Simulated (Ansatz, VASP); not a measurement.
**One calculation of Cu, two programs**

Contents of INCAR:

```
SYSTEM = Cu
ALGO = Normal
EDIFF = 1E-7
EDIFFG = -0.01
ENCUT = 600
GGA = PS
IBRION = 2
ISIF = 3
ISMEAR = -1
LASPH = .True.
LCHARG = .False.
LREAL = .False.
LWAVE = .False.
NELM = 100
NSW = 80
PREC = Accurate
SIGMA = 0.1
```

KPOINTS

```
k-points
0
Gamma
  15 15 15
  0 0 0
```

Contents of POSCAR:

```
Cu
1.0
   -1.4345978267      1.4345978267      1.4345978267
    1.4345978267     -1.4345978267      1.4345978267
    1.4345978267      1.4345978267     -1.4345978267
Cu
1
Direct
    0.0000000000      0.0000000000      0.0000000000
```

Input for Ansatz:

```yaml
crystal:
  lattice:
    - [-1.4345978267, 1.4345978267, 1.4345978267]
    - [1.4345978267, -1.4345978267, 1.4345978267]
    - [1.4345978267, 1.4345978267, -1.4345978267]
  atoms:
    - { symbol: Cu, position: [0.0, 0.0, 0.0] }
hamiltonian:
  xc: pbesol
  pseudopotentials:
    kind: paw
    azcp:
      Cu: "pseudopotentials/Cu.paw.azcp"
basis:
  ecutwfc: 420
  fft_grid_basis: typed
kpoints:
  mp_grid: { grid: [15, 15, 15], shift: [0, 0, 0] }
magnetization:
  spin_polarized: false
scf:
  occupations: { method: fermi_dirac, width: 0.1 }
relax:
  max_steps: 60
  f_tol: 0.01
  cell: {}
```

The cell was built by a generator and needn't be a form met in nature.

Alike in both runs: task relaxation of cell and atoms; functional PBEsol; k mesh 15 × 15 × 15; occupations fermi-dirac, width 0.1 eV; no spin polarisation.

|  | VASP | Ansatz |
| --- | --- | --- |
| version | VASP 6.6.1 | Ansatz 0.2.0 |
| potentials or method | VASP PAW PBE potentials, release 64 (Cu) | plane waves (420 eV) with PAW, scalar-relativistic |
| plane-wave cutoff (eV) | 600 | 420 |
| valence electrons in the cell | 11 | 19 |

|  | VASP | Ansatz | Ansatz less VASP |
| --- | --- | --- | --- |
| relaxed volume (Å³/atom) | 11.41 | 11.35 | -0.055 |
| relaxed cell length with the largest relative difference (Å) | 2.456 | 2.452 | -0.0040 |
| energy change over the relaxation (meV/atom) | -7 | -9 | -2.1 |

The two sets of potentials don't hold the same shells in valence. Ansatz warned: «pseudo_functional_mismatch».

Caveats: the PAW data sets were made with another functional, which shifts forces and pressure a little (VASP).
